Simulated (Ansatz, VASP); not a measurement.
# F: VASP beside Ansatz, part 2 of 2

One calculation is typed for both programs; each brings its own data sets. How far apart do they land? The cell is taken from a series of runs on this material, whose earlier steps may have relaxed, scaled, displaced or heated it; both programs get it as it stands.

VASP 6.6.1 and Ansatz 0.2.0.

So far: Set-up; VASP: dielectric response, LDA.

## 3. Ansatz: dielectric response, LDA

Level of this step: Ansatz beside VASP: Kohn-Sham DFT, plane waves, LDA (Ansatz).

Ansatz runs on its default PAW (the set named soft_2) files.

The same cell, functional (in two slightly different forms) and mesh now go to Ansatz, which takes its cutoff from its data sets.

Contents of input.yaml:

```yaml
crystal:
  lattice:
    - [2.6504942725, -1.5173207734, 0.0]
    - [2.6504942725, 1.5173207734, 0.0]
    - [-2.1034238926, 0.0, 6.7261075073]
  atoms:
    - { symbol: F, position: [0.50449513, 0.50449513, 0.40085011] }
    - { symbol: F, position: [0.08535816, 0.08535816, 0.09860326] }
    - { symbol: F, position: [0.49550487, 0.49550487, 0.59914989] }
    - { symbol: F, position: [0.91464184, 0.91464184, 0.90139674] }
kpoints:
  mp_grid: { grid: [8, 8, 4] }
hamiltonian:
  xc: lda
scf:
  occupations: { method: fixed }
dielectric: {}
```

Started as:

```console
$ ansatz run input.yaml --threads 4 --pin off --max-ram 5529MiB --backend cpu --events-out ev --progress --plain --runs-dir out
```

Numbers of over 12 decimals in the logs are rounded to 6 here.

The program printed:

```text
Engine: ansatz 0.2.0, aarch64-unknown-linux-gnu
Pseudopotentials: kind: paw
Pseudopotential: F, paw, valence charge 7, recommended cutoff 420 eV (normal), F.paw.azcp
Functional definition: SPW92
  exchange = slater_x
  correlation = pw_c
Crystal: 4 atoms, lattice volume = 54.100 Å³
Basis set: ecut = 420 eV, 1055 PW (Γ), exchange–correlation on 48×48×96 points (8 copies of the dense FFT grid, shifted against one another)
Bands: 18, of which v1, the nominal top of the filled ones, is band 14 counted from 1 (13 counted from 0)
Symmetry: 4 space group operations
k-points: 132 of 256 (irreducible under 1 space group operation, time reversal used)
Non-local potential: F, projectors of the file, l = 0: 2, l = 1: 2, l = 2: 1
PAW form: soft (Blöchl's): semilocal exchange-correlation on the pseudo side does not see the compensation charge
PAW frozen core: F, regenerated for the run's functional, and the local potential with it (the file was generated under x = pbe(κ = 0.804, μ = 0.219515), c = pbe(β = 0.066725))
PAW one-centre angular grid: F, 110 points (default); XC on 64 Gauss nodes
Initial density: superposition of atomic densities (neutral atoms: chi_scale 0, normalization atom), corrected by the library's trained network
Initial wavefunctions: pseudopotential atomic-orbital guess
Functional: x = slater, c = lda
SCF iter   1: F=—  HF=-3163.191335 eV  |F-HF|=—  |Δ(HF+E_count)|=         —  Δρ=1.62e-2  dr2=8.58e-2  ethr=1.77e-3  ⟨swp⟩=4.8  Hψ=9727  notcnv=0  defer=264
preconditioner: auto → none  [insulator: Δε(μ)=2.251 eV  Ē_g=16.243 eV  n_scr=10 (ndim 8)  ℏωp=26.7 eV  f_vac=0.207  ε∞_Penn≈3.7]
SCF iter   2: F=—  HF=-3163.161046 eV  |F-HF|=—  |Δ(HF+E_count)|=   3.03e-2  Δρ=3.79e-3  dr2=1.93e-3  ethr=3.06e-4  ⟨swp⟩=2.0  Hψ=4996  notcnv=0  defer=264
SCF iter   3: F=—  HF=-3163.160306 eV  |F-HF|=—  |Δ(HF+E_count)|=   7.40e-4  Δρ=1.42e-3  dr2=3.51e-4  ethr=6.88e-6  ⟨swp⟩=2.4  Hψ=4092  notcnv=0  defer=264
SCF iter   4: F=—  HF=-3163.160214 eV  |F-HF|=—  |Δ(HF+E_count)|=   9.22e-5  Δρ=4.46e-4  dr2=4.38e-5  ethr=1.26e-6  ⟨swp⟩=1.2  Hψ=2405  notcnv=0  defer=141
SCF iter   5: F=—  HF=-3163.160200 eV  |F-HF|=—  |Δ(HF+E_count)|=   1.41e-5  Δρ=7.28e-5  dr2=1.33e-6  ethr=1.56e-7  ⟨swp⟩=2.8  Hψ=4301  notcnv=0
SCF iter   6: F=—  HF=-3163.160199 eV  |F-HF|=—  |Δ(HF+E_count)|=   8.49e-7  Δρ=1.62e-5  dr2=3.29e-8  ethr=4.76e-9  ⟨swp⟩=2.6  Hψ=4120  notcnv=0
SCF iter   7: F=—  HF=-3163.160199 eV  |F-HF|=—  |Δ(HF+E_count)|=   4.84e-9  Δρ=2.01e-6  dr2=5.71e-10  ethr=1.17e-10  ⟨swp⟩=2.1  Hψ=4020  notcnv=0
SCF iter   8: F=-3163.160199 eV  HF=-3163.160199 eV  |F-HF|=5.00e-12  |Δ(HF+E_count)|=  8.96e-11  Δρ=3.94e-7  dr2=1.79e-11  ethr=1.00e-12  ⟨swp⟩=4.0  Hψ=7537  notcnv=0
SCF 1 converged in 8 iterations: F = -3163.160199 eV  dr2 = 1.79e-11
  greatest PAW one-centre occupation: 0.936 electrons in one spin orbital (limit 2), on the F atom at site 3 (counted from 0), in its partial waves of l = 0
NSCF: frozen V_eff on 3 k-points
DFPT response loops at Γ: preconditioner auto → none (the input reference at scf.mixing.eps_inf says where Resta's filter doesn't serve); β = 0.50; Broyden in place of MSR1
── the response to a field inside a basis, on 8×8×4 k-points: an SCF that follows is theirs, and a resumed run solves both again ──
Bands: 15, of which v1, the nominal top of the filled ones, is band 14 counted from 1 (13 counted from 0)
k-points: 72 of 256
Initial density: handed on by an earlier stage of this run
Initial wavefunctions: pseudopotential atomic-orbital guess (no wavefunctions were taken with the density)
Eigensolver: Dense (72 Hₖ)
SCF iter   1: F=—  HF=-3163.180000 eV  |F-HF|=—  |Δ(HF+E_count)|=         —  Δρ=1.52e-3  dr2=1.89e-4  ethr=1.00e-1
preconditioner: auto → none  [insulator: Δε(μ)=2.346 eV  Ē_g=11.176 eV  n_scr=10 (ndim 8)  ℏωp=26.7 eV  f_vac=0.179  ε∞_Penn≈6.7]
SCF iter   2: F=—  HF=-3163.179930 eV  |F-HF|=—  |Δ(HF+E_count)|=   6.97e-5  Δρ=6.07e-4  dr2=3.42e-5  ethr=6.76e-7
SCF iter   3: F=—  HF=-3163.179926 eV  |F-HF|=—  |Δ(HF+E_count)|=   3.86e-6  Δρ=1.90e-4  dr2=2.81e-6  ethr=1.22e-7
SCF iter   4: F=-3163.179925 eV  HF=-3163.179925 eV  |F-HF|=6.18e-9  |Δ(HF+E_count)|=   6.34e-7  Δρ=1.16e-5  dr2=1.62e-8  ethr=1.00e-8
SCF 1 converged in 4 iterations: F = -3163.179925 eV  dr2 = 1.62e-8
DFPT response loops at Γ: mixed as the last ones told, above
SCF converged after 8 iterations
Free energy (F): -3163.160199 eV
Harris-Foulkes:  -3163.160199 eV  (|F-HF|=5.00e-12)
Internal energy: -3163.160199 eV  (E = F + TS)
E sigma→0 (E₀):  -3163.160199 eV
Fermi energy:    -2.622823 eV
--- Per-component energies (eV) ---
  E_band       = -307.435986
  E_kinetic    = 802.099970
  E_local      = -2624.768938  (includes V_loc(G=0)·N_el)
  E_nonlocal   = 302.141640
  E_hartree    = 933.673599
  E_xc         = -304.396445
  E_vxc        = -393.866631  (∫ρ·V_xc dr)
  E_paw        = -743.710855  (= ΣΔE_a)
  E_vpaw       = -260.397315  (= ΣTr[D̂ρ^β])
  E_aug_tail   = 0.008041  (compensation charges beyond the density's cutoff)
  E_ewald      = -1528.660218
  E_core_change = 0.453007  (= ΣΔE_core)
  E_smearing   = -0.000000  (= −TS)
  E_closure    = 0.000000  (closes the sum)
  Σ components = -3163.160199   (vs F -3163.160199, Δ=0.00e0)
--- Band table (eV; the first three rows and the last of 132) ---
  k-point 0: bands = [... 10 lower, -3.0905, -2.8746, -2.8538, -2.6981, -0.3182, 0.9178, 6.5799, 8.7609]
  k-point 1: bands = [... 10 lower, -3.0749, -2.9109, -2.8327, -2.7183, -0.1368, 0.7320, 6.8180, 8.2111]
  k-point 2: bands = [... 10 lower, -3.0387, -2.9675, -2.7982, -2.7511, 0.2612, 0.3287, 7.4033, 7.4501]
  k-point 131: bands = [... 10 lower, -3.4522, -3.3355, -2.8664, -2.8098, 0.4027, 0.4596, 11.2852, 11.5549]
--- Dielectric response (ions clamped): 3 representative field directions + reference, inside a basis on a mesh of 256 k-points (Σ response iterations 18) ---
  ε∞ (high-frequency dielectric tensor):
        1.810525     0.000000     0.089421
        0.000000     1.692458     0.000000
        0.089421     0.000000     2.750452
  Born effective charges Z* (e; rows j = field, columns β = displacement):
    site 0:
        -0.02253    0.00000   -0.05105
         0.00000    0.02851    0.00000
        -0.07192    0.00000   -0.02381
    site 1:
         0.02253    0.00000    0.05105
         0.00000   -0.02851    0.00000
         0.07192    0.00000    0.02381
    site 2:
        -0.02253    0.00000   -0.05105
         0.00000    0.02851    0.00000
        -0.07192    0.00000   -0.02381
    site 3:
         0.02253    0.00000    0.05105
         0.00000   -0.02851    0.00000
         0.07192    0.00000    0.02381
  Z* charge neutrality: 2.304e-3 e pre-enforcement
  solved inside a basis spanned on kpoints, on 8×8×4 k-points, its susceptibility summed on 12×12×4: ε∞ is read to err by 5.5e-3, Z* by 8.5e-3 e (field_mesh: kpoints solves on kpoints); Z* is corrected for what the basis lacks
```

The column dr2 measures how far the density is from self-consistency, as an energy; F and HF (Harris–Foulkes) agree once it is small.

## 4. Side by side

Known differences besides the potentials themselves: fixed occupations in Ansatz, narrow Gaussian smearing in VASP; VASP's response is taken on the typed mesh, Ansatz refines its own for the field response alone; the cutoff is 420 eV in Ansatz and 520 eV in VASP; VASP's log shows a relativistic correction to its local exchange, Ansatz's none. Total energies have different zeros and are not compared.

Both answers:

```
quantity  Ansatz  VASP  difference
   ε∞ xx    1.81  1.82     -0.26 %
   ε∞ yy    1.69  1.69     -0.03 %
   ε∞ zz    2.75  2.80     -1.85 %
```

## 5. What came out

| Quantity | Value |
| --- | --- |
| difference in ε∞ zz (dielectric response, LDA) | -1.8 % |

In words: The difference in ε∞ zz is -1.8 % (dielectric response, LDA), within the 5 % picked in this series as the mark of a large difference. Such differences can come from data sets, numerical settings and the points named under the comparisons, not from the functional's error against experiment.

[Lines on the potential files, build, host, timing and source positions are cut from VASP's logs without a mark.]

[Logs are printed without paths, hosts, clocks, repeated set-up lines and the standing remarks that a program may print on its own settings, such as how far it seeks lower states.]

[Hosts, paths, dates, database ids (printed as entryN), source tags and the programs' standing remarks are cut or masked in the printed files.]
